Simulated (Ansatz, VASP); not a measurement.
# Si: VASP beside Ansatz

The input INCAR:

```
ALGO = Normal
EDIFF = 1E-6
ENCUT = 520
GGA = RE
ISIF = 2
ISMEAR = -1
LASPH = True
LCHARG = False
LREAL = False
LWAVE = False
NBANDS = 11
NELM = 100
PREC = Accurate
SIGMA = 0.05
```

Contents of KPOINTS:

```
k-points
0
Gamma
  8 8 8
```

Contents of POSCAR:

```
Si
1.0
    0.0000000000      2.6850649043      2.6850649043
    2.6850649043      0.0000000000      2.6850649043
    2.6850649043      2.6850649043      0.0000000000
Si
2
Direct
    0.5000000000      0.5000000000      0.5000000000
    0.7500000000      0.7500000000      0.7500000000
```

The input input.yaml:

```yaml
crystal:
  lattice:
    - [0.0, 2.6850649043, 2.6850649043]
    - [2.6850649043, 0.0, 2.6850649043]
    - [2.6850649043, 2.6850649043, 0.0]
  atoms:
    - { symbol: Si, position: [0.5, 0.5, 0.5] }
    - { symbol: Si, position: [0.75, 0.75, 0.75] }
hamiltonian:
  xc: revpbe
  pseudopotentials: { kind: paw }
kpoints:
  mp_grid: { grid: [8, 8, 8] }
scf:
  occupations: { method: fermi_dirac, width: 0.05 }
output:
  forces: true
  stress: true
  eigenvalues: true
```

Alike in both runs: task single point; functional revPBE; k mesh 8 × 8 × 8; occupations fermi-dirac, width 0.05 eV; no spin polarisation.

|  | VASP | Ansatz |
| --- | --- | --- |
| version | VASP 6.6.1 | Ansatz 0.2.0 |
| potentials or method | VASP PAW PBE potentials, release 64 (Si) | Ansatz PAW |
| plane-wave cutoff (eV) | 520 | 420 |
| valence electrons in the cell | 8 | 8 |

|  | VASP | Ansatz | Ansatz less VASP |
| --- | --- | --- | --- |
| gap on the k mesh at the Fermi level (eV) | 0.59 | 0.59 | +0.001 |
| least direct gap on the mesh (eV) | 2.58 | 2.58 | -0.002 |
| pressure (GPa) | 6.6 | 6.8 | +0.23 |

Caveats: the PAW data sets were made with another functional, which shifts forces and pressure a little (VASP); the PAW data sets come from PBE, with cores solved anew for the run's functional, which leaves a small shift of forces and pressure (Ansatz). As with any semilocal functional, this revPBE gap is likely too small. A k mesh can miss the band edges.
